A process engineer who needs to know how a part cut from a single crystal of boron phosphide deforms under load must first decide which stiffness to use. A part under even pressure calls for the bulk modulus, while one that is stretched, bent or twisted calls for the separate constants C11, C12 and C44. The table gives all four from a density-functional calculation on one relaxed crystal, beside measured bulk moduli.

Computed constants of boron phosphide (BP, F-43m): ABINIT 10.8.3, density-functional theory with PBEsol, PseudoDojo v0.4.1 standard norm-conserving scalar-relativistic potentials, plane-wave cutoff 1034 eV, shifted 6 × 6 × 6 k-point mesh. The cell was relaxed at zero pressure with the same settings, and the constants include the relaxation of the atoms under strain.

```
row  computed constant (GPa)           what it is  measured constant (GPa)                                                                                         label in the paper, method, sample  temperature of the measurement (K)                   source
  1                       80                  C12                      n/a                                                                                                                        n/a                                 n/a                      n/a
  2                    168.8  bulk modulus (Hill)                      n/a                                                                                                                        n/a                                 n/a                      n/a
  3                      n/a                  n/a                      173                                                   B0 from earlier elastic measurements; elastic measurements; bulk crystal                                 n/a  arXiv:1505.05714 (2015)
  4                      n/a                  n/a                      173                                                   B0 from earlier elastic measurements; elastic measurements; bulk crystal                                 n/a   arXiv:1407.1677 (2014)
  5                      n/a                  n/a                      174                                        B0, Murnaghan EOS fit with V0 fixed at 93.45 A^3; XRD in diamond anvil cell; powder                                 300  arXiv:1505.05714 (2015)
  6                      n/a                  n/a                      174                                                       300-K bulk modulus from earlier experiment; not stated; bulk crystal                                 300  arXiv:1901.06272 (2019)
  7                      n/a                  n/a                      179  isothermal B0 from Vinet fit to p-V data up to 55 GPa; single-crystal synchrotron XRD in diamond anvil cell; bulk crystal                                 300   arXiv:1407.1677 (2014)
  8                      188                  C44                      n/a                                                                                                                        n/a                                 n/a                      n/a
  9                      346                  C11                      n/a                                                                                                                        n/a                                 n/a                      n/a
```

C11 is the stress along a cube edge per unit of stretch along that edge, with the sides held fixed. C12 is the stress that the same stretch causes across the sides, and C44 is the resistance to a shear that tilts two cube edges towards each other. The computed values range from 80 GPa for C12 to 346 GPa for C11. The measured entries are all bulk moduli, so they belong beside the computed bulk modulus of row 2 and not beside C44, which merely follows them in order of size.

The reason for so wide a range lies in the bonds. Each atom has four neighbours at the corners of a tetrahedron, and the bonds point along the diagonals of the cube. Even compression shortens all bonds alike and leaves the angles between them as they were. If the crystal is instead stretched along one cube edge and narrowed along the other two at constant volume, no bond changes its length to first order, and only the angles change. The resistance to this change of shape is

C′ = (C11 − C12)/2 = (346 − 80)/2 = 133 GPa.

If the bonds were simple springs between neighbours, with no preferred angle, C′ would be zero. Its large value shows that strong forces act beyond such springs. For covalent bonds, whose electrons are concentrated in definite directions, these forces are usually read as a stiffness of the angles.

This resistance sets C11 and C12 apart. A stretch along one edge with the sides held fixed changes both volume and shape, so C11 contains both the bulk modulus B and C′. Sideways, the change of shape works against the change of volume, and C12 falls below B. For any cubic crystal,

C11 = B + (4/3) C′
C12 = B − (2/3) C′.

The order of C12, B and C11 therefore follows from a positive C′ alone, and the bulk modulus is no independent result here. What has to be explained by the material is the size of the gaps.

C44 needs a reason of its own, for no such rule places it above the bulk modulus. Its shear lengthens two of the four bonds around each atom and shortens the other two, so it meets the resistance of the bond lengths at once. The crystal can yield a little, because the boron atoms can shift as a body against the phosphorus atoms and bring the bond lengths back towards their old values. That shift bends the angles, and stiff angles stop it early. In the same calculation C44 is 212 GPa when the atoms must follow the strain rigidly, and the shift lowers it by only about a tenth, to 188 GPa.

Keating's model puts this picture into numbers with two springs. One, α, resists changes of bond length, and the other, β, mainly resists changes of angle; both are expressed here in GPa. The model gives

C11 = α + 3β
C12 = α − β.

From the two computed constants it follows that

β = (346 − 80)/4 = 66.5 GPa
α = 80 + 66.5 = 146.5 GPa.

For the shear γ that belongs to C44, let u be the shift between the two kinds of atom, scaled so that u = γ would restore all bond lengths. The energy per volume is then

E = ½(α + β)γ² − (α − β)γu + ½(α + β)u².

With u = 0 the stiffness is α + β = 213 GPa. The crystal chooses the u of lowest energy, which is γ(α − β)/(α + β), and the stiffness that remains is

C44 = 4αβ/(α + β) = 4 × 146.5 × 66.5/213 = 183 GPa.

The computed C44 did not enter this estimate, which comes out 3 % below it. The two steps are not equally good. The stiffness before the shift agrees closely with the calculation, but the model lets the shift remove 30 GPa where the calculation finds 23 GPa. Two springs thus make a large C44 plausible, while they exaggerate how much the shift of the atoms softens the crystal. The close agreement also owes something to the form Keating chose, in which β responds to bond lengths as well as to angles. With a spring on the bond length and one on the angle alone, the same two constants are expected to give C44 = 3(C11 + 2C12)(C11 − C12)/(7C11 + 2C12) = 156 GPa, below the bulk modulus. The picture of stiff angles therefore accounts for a sizeable C44, but not by itself for its lead over B. Two terms of Keating's energy appear to be too large together. In the same calculation, the vibration in which the two kinds of atom swing against each other lies at 811.021 cm⁻¹, lower than these springs are expected to give, so the real shift meets less resistance than the model assumes. That alone would soften the crystal more, so the middle term, which couples the shift to the shear, must be smaller as well. The shift is the ratio of the two terms, so it can be about right in the model while the energy it releases is overstated.

The formula also shows what to expect when the angles are softer. With β = 0 the shift would undo the whole change of bond length, and C44 would vanish however stiff the bonds were. The two springs act like springs in series, so the weaker one limits the result. In this model C44 exceeds the bulk modulus only if β is more than about 0.4 of α, and here the ratio is 0.45. For a related tetrahedral crystal with similar bonds but softer angles, the picture gives C11 and C12 closer together and a C44 that falls relative to the bulk modulus. Where the two cross depends on the form of the model, so the limit of 0.4 is only a rough guide.

The comparison with experiment tests only the resistance to even compression. The computed bulk modulus lies 2 to 6 % below the measured entries, some of which are quoted from earlier work and so are not separate checks. An oversized cell would make a crystal too soft, but the computed cell is about 1 % smaller in volume than the measured one of row 5. Heat and zero-point motion, which the calculation leaves out, normally soften a crystal, so including them would probably widen the gap. The functional, the potentials and the mesh of k-points, whose convergence was not tested, all remain possible causes. Part of the gap may also lie in the measurements, whose entries differ among themselves by up to 6 GPa.

Good agreement in the bulk modulus also cannot vouch for the constants that describe a change of shape. If C11 were 20 GPa too high and C12 10 GPa too low, the sum C11 + 2C12, and with it the bulk modulus, would be exactly right. The table holds no measured C11, C12 or C44, so the errors of these constants are not known here. This matters for the order of the rows too: C44 leads the bulk modulus by only 19 GPa, and would lose that lead if it were computed about a tenth too high. The printed output below gives the differences and the steps of the estimate.

For a part under even pressure, then, a measured bulk modulus is at hand, and the computed one comes within about 6 % of every entry. For a part that is stretched, bent or sheared, the computed constants help to show why the crystal resists some deformations more than others, but a result that must be right to a known margin should rest on constants measured along known crystal directions.

The analysis program printed:

```
Bulk modulus from C11 and C12, GPa: 168.7
Tetragonal shear constant C', half of C11 less C12, GPa: 133
C11 less bulk modulus, GPa: 177.2
Bulk modulus less C12, GPa: 88.8
C44 less bulk modulus, GPa: 19.2
Ratio of C44 to C': 1.414
Ratio of C44 to C12: 2.35
C44 with atoms clamped, from the outputs, GPa: 211.6
Relief of C44 by the sublattice shift, from the outputs, GPa: 23.18
Relief as share of the clamped C44, percent: 10.95
Keating estimate of the clamped C44, GPa: 213
Keating estimate of the relief, GPa: 30.05
Keating estimate of the relaxed C44, GPa: 183
Keating estimate less computed C44, GPa: -5.047
Keating estimate less computed C44, percent: -2.685
Number of measured entries: 5
Spread of the measured bulk moduli, GPa: 6
Computed bulk modulus less lowest measured, percent: -2.428
Computed bulk modulus less highest measured, percent: -5.698
Computed cubic cell volume, cubic angstrom: 92.42
Computed less measured volume of row 5, percent: -1.101
```
